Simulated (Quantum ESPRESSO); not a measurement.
**TaN under changes of volume**

One of the cells (10.813 Å³/atom); the others are scaled copies at fixed shape and fractional positions:

```
Ta N
1.0
     0.00000    2.21132    2.21132
     2.21132    0.00000    2.21132
     2.21132    2.21132    0.00000
Ta N
1 1
Direct
  0.50000 0.50000 0.50000
  0.00000 0.00000 0.00000
```

The cell comes from a database or a generator and needn't be the stable form of this composition.

| Item | Value |
| --- | --- |
| Program | Quantum ESPRESSO 7.5 |
| Functional | PBE |
| Potentials or basis | SSSP 1.3 efficiency PBE |
| Cutoff | 816 eV |
| Density cutoff | 6531 eV |
| k mesh | 10 × 10 × 10 |
| Occupations | fermi-dirac, width 0.05 eV |
| Spin | no spin polarisation |

| volume (Å³/atom) | energy over the lowest point (meV/atom) | pressure (GPa) |
| --- | --- | --- |
| 10.164 | 37.53 | 21.2 |
| 10.381 | 14.50 | 12.7 |
| 10.597 | 2.36 | 5.0 |
| 10.813 | 0.00 | -1.8 |
| 11.030 | 6.40 | -8.0 |
| 11.246 | ? | ? |
| 11.462 | 41.93 | -18.4 |

Task: What does the run at 11.246 Å³/atom give?

Result: Energy over the lowest point 20.66 meV/atom; pressure -13.5 GPa.

Worked out: A Birch-Murnaghan fit of order 3 (a polynomial in V^(-2/3)) to the other rows has its minimum at 10.76 Å³/atom with B0 = V·E''(V) = 331 GPa and B' = 4.3. It gives 20.63 meV/atom at 11.246 Å³/atom, against the run's 20.66, and -dE/dV = -13.3 GPa, against -13.5.

Energies are extrapolated to zero smearing.
